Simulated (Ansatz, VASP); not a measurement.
**One calculation of ZnCu, two programs**

```
Zn Cu
1.0
     3.09225    0.00000    0.00000
     0.00000    3.09225    0.00000
     0.00000    0.00000    2.79775
Zn Cu
1 1
Direct
  0.50000 0.50000 0.50000
  0.00000 0.00000 0.00000
```

Change from the starting cell: strain +0.050 along x and y, -0.050 along z, atoms carried along.

Alike in both runs: task single point; functional LDA; k mesh 16 × 16 × 16; occupations gaussian, width 0.15 eV; no spin polarisation.

|  | VASP | Ansatz |
| --- | --- | --- |
| version | VASP 6.6.1 | Ansatz 0.2.0 |
| potentials or method | VASP PAW LDA potentials, release 64 (Zn, Cu) | scalar-relativistic, plane waves, PAW |
| plane-wave cutoff (eV) | 520 | 420 |
| valence electrons in the cell | 23 | 31 |

```csv
,VASP,Ansatz,Ansatz less VASP
gap on the k mesh at the Fermi level (eV),none,none,-
pressure (GPa),-13.4,-13.8,-0.42
largest component of the traceless stress (GPa),1.40,1.34,-0.055
```

A gap of «none» marks a metal or a gap that the smearing closes. The two sets of potentials don't hold the same shells in valence.
